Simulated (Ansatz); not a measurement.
Runs of Ansatz 0.2.0 on I. The structure is orthorhombic, space group Fmmm (No. 69). The conventional cell has a = 4.384 Å, b = 4.731 Å, c = 7.820 Å, α = 90.00°, β = 90.00°, γ = 90.00°. I (site symmetry mmm) is surrounded by 4 I at 3.23 Å. 

```tsv
task	level	cell	k mesh	cutoff (eV)	smearing	basis error allowed	mesh quality	gap on the mesh (eV)	pressure (GPa)
single point	PBE	as given	9 × 9 × 9	161	gaussian 0.017 eV	0.001 eV/atom	not flagged	none	0.5
relaxation of cell and atoms	RPBE+D4	relaxed	9 × 9 × 9	-	fermi-dirac 0.05 eV	0.001 eV/atom	not flagged	-	0.0
single point	PBE	as given	9 × 9 × 9	161	gaussian 0.029 eV	0.001 eV/atom	not flagged	none	0.5
elastic constants	PBEsol	as given	7 × 7 × 7	177	fermi-dirac 0.05 eV	0.001 eV/atom	coarse	none	-1.3
single point	PBE	as given	5 × 5 × 5	138	fermi-dirac 0.03 eV	0.003 eV/atom	coarse	none	(a)
```

Alike in all rows: potentials or basis all-electron LAPW, scalar-relativistic; no spin polarisation.

Q: Fill in the values left out.

A: (a) 0.4.

Caveats: some runs use coarse meshes; an odd number of electrons without spin polarisation forces a metal (some runs); a magnetic or distorted state may lie lower (some runs); the k mesh is thin for a metal, which can move the energy by tens of meV per atom (some runs); a metal's response needs a denser mesh (some runs); elastic constants of metals need much finer meshes, so these are rough (some runs).

A k mesh can miss the band edges, and the runs leave out spin-orbit coupling on I.

A gap of «none» marks a metal or a gap under the smearing width.
